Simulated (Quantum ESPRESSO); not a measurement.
## Sr: phonon spectrum and thermodynamics under several settings

```xyz
1
Lattice="0.0000 3.0423 3.0423 3.0423 0.0000 3.0423 3.0423 3.0423 0.0000" Properties=species:S:1:pos:R:3 pbc="T T T"
Sr    0.0000    0.0000    0.0000
```

All runs used Quantum ESPRESSO 7.5; k mesh 8 × 8 × 8; relaxed cell; no spin polarisation; cutoff 612 eV; occupations cold, width 0.2 eV; q mesh 2 × 2 × 2.

```tsv
level	potentials	volume (Å³/atom)	highest frequency (cm⁻¹)	zero-point energy (meV/atom)	entropy at room temperature (k_B/atom)
LDA	GBRV 1.5 LDA	?	?	?	?
PBE	GBRV 1.5 PBE	54.80	103	12.8	6.46
PBEsol	GBRV 1.5 PBEsol	51.96	108	13.3	6.35
```

**Question.** What stands in the row left open?

**Answer.** Volume 48.56 Å³/atom; highest frequency 114 cm⁻¹; zero-point energy 13.9 meV/atom; entropy at room temperature 6.22 k_B/atom.

For the row left open. Caveat: the q mesh is small, so phonon branches between its points and thermal values are rough.
